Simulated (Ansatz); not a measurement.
Results of PBEsol+SOC (plane waves, PAW; Ansatz, an electronic-structure program) for rock-salt LiI.

Numerical settings: plane-wave cutoff 520 eV, 10×10×10 k mesh, Fermi–Dirac smearing 0.01 eV, PAW data made under PBE.

The cell is scaled about its equilibrium volume:

```
V (Å³/atom)  P (GPa)  direct gap at Γ (eV)
-----------  -------  --------------------
24.201          1.60                 4.268
24.716          1.00                 4.169
25.231          0.48                 4.076
25.746          0.00                 3.989
26.260         -0.42                 3.906
26.775         -0.80                 3.828
27.290         -1.14                 3.755
```

A straight line through the gaps at Γ against ln V gives a volume deformation potential dE_g(Γ)/d ln V of -4.3 eV: the gap at Γ widens under compression.

Measured, for comparison: band gap 6.4 eV (temperature not stated, not corrected to a static lattice, our sources range from 6.10 to 6.40; as tabulated in Aguado et al. (1998), arXiv:cond-mat/9809176).
